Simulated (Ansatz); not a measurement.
# Mo: comparing deformations

Computed with DFT PBEsol, scalar-relativistic, plane waves, PAW (Ansatz). Settings: plane waves to 420 eV, k-mesh 26×26×26 (Γ-centred), Gaussian smearing 0.15 eV. No spin polarisation. Energies are free energies at this smearing, counted from the undisturbed cell; pressure is positive in compression.

The starting cell (relaxed at this level; with this scan's settings it stands at 0.1 GPa):

```
Mo
1.0
    -1.56465    1.56465    1.56465
     1.56465   -1.56465    1.56465
     1.56465    1.56465   -1.56465
Mo
1
Direct
  0.00000 0.00000 0.00000
```

The cell is strained by ε times a Voigt pattern (xx, yy, zz, yz, xz, xy; engineering shear) with fractional coordinates fixed. τ = (1/V0) dE/dε comes from the stress tensor. Of each scan, only the three points used here are listed.

```
           pattern        ε  τ (GPa)
(1, 1, 0, 0, 0, 0)  -0.0250   -36.96
(1, 1, 0, 0, 0, 0)   0.0000    -0.21
(1, 1, 0, 0, 0, 0)   0.0250    30.23
(0, 0, 1, 0, 0, 0)  -0.0250   -13.61
(0, 0, 1, 0, 0, 0)   0.0000    -0.10
(0, 0, 1, 0, 0, 0)   0.0250    11.39
(0, 0, 0, 0, 1, 0)  -0.0025    -0.26
(0, 0, 0, 0, 1, 0)   0.0000     0.00
(0, 0, 0, 0, 1, 0)   0.0025     0.26
(0, 1, 0, 0, 0, 0)  -0.0100    -5.27
(0, 1, 0, 0, 0, 0)   0.0000    -0.10
(0, 1, 0, 0, 0, 0)   0.0100     4.74
```

Problem. Which constants do the scans give, and which deformation costs least for the same size of strain tensor?

Solution. The slope dτ/dε at zero (parabola through three points) is pᵀCp: (1, 1, 0, 0, 0, 0) gives 2(C11 + C12) = 1344 GPa; (0, 0, 1, 0, 0, 0) gives C11 = 500 GPa; (0, 0, 0, 0, 1, 0) gives C44 = 105 GPa; (0, 1, 0, 0, 0, 0) gives C11 = 500 GPa. The size of the strain tensor, ε:ε, is ε² times 2.0, 1.0, 0.5, 1.0. Per unit of it the stiffnesses are 672, 500, 211, 500 GPa, so (0, 0, 0, 0, 1, 0) is the softest of these: at ε:ε = (1 %)² the quadratic term costs 1.01 meV/atom against 3.21 for the stiffest.

Problem. What else follows for this cubic crystal?

Solution. From the unrounded slopes C11 = 500.4 and C12 = 171.5 GPa, so B = (C11 + 2 C12)/3 = 281 GPa and the Poisson ratio for a pull along a cube edge is C12/(C11 + C12) = 0.26.

Problem. How anisotropic is this cubic crystal?

Solution. Zener's ratio 2 C44/(C11 − C12) = 0.64; it is 1 for an isotropic solid.

In a metal these slopes depend on the k mesh and the smearing.